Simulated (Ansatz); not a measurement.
# HgTe: stress in a strained cell

Aim: deform HgTe (equal xy, yz and zx engineering shear strains of -1 %) and compute stress, forces and field gradients with LAPW, PAW and all-electron datasets made for the crystal.

Method: DFT PBE, scalar-relativistic, in Ansatz 0.2.0.

## Step 1: The starting structure

It takes space group Fm-3m (No. 225, cubic). Conventional cell: a = 5.843 Å, b = 5.843 Å, c = 5.843 Å, α = 90.00°, β = 90.00°, γ = 90.00°. Hg (site symmetry m-3m) has 6 Te at 2.92 Å as nearest neighbours. Te (site symmetry m-3m) is surrounded by 6 Hg at 2.92 Å.

As a file:

```cif
data_structure
_symmetry_space_group_name_H-M 'Fm-3m'
_symmetry_Int_Tables_number 225
_cell_length_a 5.8430
_cell_length_b 5.8430
_cell_length_c 5.8430
_cell_angle_alpha 90.000
_cell_angle_beta 90.000
_cell_angle_gamma 90.000
_cell_volume 199.48
loop_
_atom_site_label
_atom_site_type_symbol
_atom_site_symmetry_multiplicity
_atom_site_Wyckoff_symbol
_atom_site_fract_x
_atom_site_fract_y
_atom_site_fract_z
_atom_site_occupancy
Hg1 Hg 4 a 0.00000 0.00000 0.00000 1
Te1 Te 4 b 0.50000 0.00000 0.00000 1
```

The file gives the conventional cell by its symmetry; the runs use the cell typed in the input.

Atoms are numbered in the order of the input: Hg1, Te2.

## Step 2: After the deformation

Space group Fm-3m before, R-3m after.

## Step 3: All-electron LAPW

Input file input.yaml:

```yaml
crystal:
  lattice:
    - [-0.029215, 2.9068925, 2.9068925]
    - [2.9068925, -0.029215, 2.9068925]
    - [2.9068925, 2.9068925, -0.029215]
  atoms:
    - { symbol: Hg, position: [0.0, 0.0, 0.0] }
    - { symbol: Te, position: [0.5, 0.5, 0.5] }
kpoints:
  mp_grid: { grid: [10, 10, 10] }
  band_path:
    path:
      - [0.0, 0.0, 0.0]
      - [0.5, 0.5, 0.5]
      - [0.2525443832, 0.5, 0.7474556168]
      - [-0.2525443832, 0.2525443832, 0.5]
      - [0.0, 0.0, 0.5]
      - [0.0, 0.0, 0.0]
      - [-0.3762721916, 0.0, 0.3762721916]
      - [0.0, 0.3762721916, 0.6237278084]
      - [0.0, 0.5, 0.5]
    npoints: 5
scf:
  occupations: { method: fermi_dirac, width: 0.08 }
hamiltonian:
  xc: pbe
  pseudopotentials: { kind: all_electron, lapw: { basis_error: 0.001 } }
output:
  forces: true
  stress: true
  eigenvalues: true
```

On the command line:

```bash
ansatz run input.yaml --threads 1 --pin off --max-ram 3072MiB --backend cpu --events-out ev --progress --plain --runs-dir out
```

## Step 4: Frozen-core PAW

Input file input.yaml:

```yaml
crystal:
  lattice:
    - [-0.029215, 2.9068925, 2.9068925]
    - [2.9068925, -0.029215, 2.9068925]
    - [2.9068925, 2.9068925, -0.029215]
  atoms:
    - { symbol: Hg, position: [0.0, 0.0, 0.0] }
    - { symbol: Te, position: [0.5, 0.5, 0.5] }
kpoints:
  mp_grid: { grid: [10, 10, 10] }
scf:
  occupations: { method: fermi_dirac, width: 0.08 }
hamiltonian:
  xc: pbe
  pseudopotentials: { kind: paw }
output:
  forces: true
  stress: true
  eigenvalues: true
  efg: { contact_densities: true }
```

## Step 5: Datasets made for this crystal

Changes to input.yaml since step 4:

```diff
@@ -14,3 +14,3 @@
   xc: pbe
-  pseudopotentials: { kind: paw }
+  pseudopotentials: { kind: all_electron, datasets: crystal }
 output:
```

(Steps that only read results are left out.)

What does the calculation give? Wanted: pressure; largest shear or deviatoric stress.

As calculated:

| quantity | value |
| --- | --- |
| pressure | LAPW 10.36, PAW 10.36, crystal datasets 10.36 GPa |
| largest shear or deviatoric stress (LAPW) | 0.16 GPa |

In words: The largest part of the stress beyond the pressure is 0.16 GPa in size; the atoms are carried along and not relaxed. No run of the undeformed cell stands beside it, so the pressure holds what the given cell had before the change. PAW: stress within 0.01 GPa of LAPW. Crystal datasets: stress within 0.01 GPa of LAPW. Spin-orbit coupling is left out, though the cell holds Hg; in elements this heavy it can shift bands and gaps by tenths of an eV.
